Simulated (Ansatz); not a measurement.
Straining HfB

Method: Ansatz, DFT PBEsol, scalar-relativistic, plane waves, PAW. Settings: 420 eV cutoff, 16×16×12 k-mesh, Gaussian smearing of 0.10 eV, no spin polarisation.

Reference structure (relaxed):

```xyz
4
Lattice="2.3939 2.3939 0.0000 -2.3939 2.3939 0.0000 0.0000 0.0000 4.7879" Properties=species:S:1:pos:R:3 pbc="T T T"
Hf    0.0000    2.3939    0.0000
Hf    0.0000    0.0000    2.3939
B     0.0000    0.0000    0.0000
B     0.0000    2.3939    2.3939
```

Deformation: biaxial strain in the a-b plane, with the length and tilt of c and the atoms relaxed, all within the symmetry that the strain leaves. Energies are extrapolated to zero smearing.

Spin–orbit coupling is left out, which can shift energies with elements as heavy as these.

(1) Give the structure at -3.0 %.

Results:

(1)
```xyz
4
Lattice="2.3221 2.3221 0.0000 -2.3221 2.3221 0.0000 0.0000 0.0000 4.8267" Properties=species:S:1:pos:R:3 pbc="T T T"
Hf    0.0000    2.3221    0.0000
Hf    0.0000    0.0000    2.4134
B     0.0000    0.0000    0.0000
B     0.0000    2.3221    2.4134
```
Space group I4/mmm (139), 39.7 meV/atom over the relaxed crystal.